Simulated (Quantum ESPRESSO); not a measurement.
HfC: equation of state with PBEsol

The system is HfC.

```
Hf C
1.0
     0.00000    2.32500    2.32500
     2.32500    0.00000    2.32500
     2.32500    2.32500    0.00000
Hf C
1 1
Direct
  0.50000 0.50000 0.50000
  0.00000 0.00000 0.00000
```

| Item | Value |
| --- | --- |
| Program | Quantum ESPRESSO 7.5 |
| Task | equation of state |
| Functional | PBEsol |
| Potentials or basis | PseudoDojo 0.4.1 SR PBEsol standard |
| Cutoff | 1116 eV |
| Density cutoff | 4463 eV |
| k mesh | 10 × 10 × 10 |
| Occupations | fermi-dirac, width 0.05 eV |
| Spin | no spin polarisation |
| Mixing beta | 0.5 |
| Most SCF iterations | 120 |
| SCF threshold | 4e-10 Ry |

* Equilibrium volume: 12.25 Å³/atom
* Bulk modulus: 251 GPa
* Pressure derivative of the bulk modulus: 4.0

Energy against volume, from the lowest point:
```csv
volume (Å³/atom),energy (meV/atom)
11.814,12.40
12.065,1.84
12.317,0.00
12.568,6.03
12.819,19.15
13.071,38.69
13.322,64.02
```

All runs of the series together: 3.1 min on 1 thread of Arm Neoverse V1, on a shared host.

The run has no spin-orbit coupling, so splittings on Hf are missing.
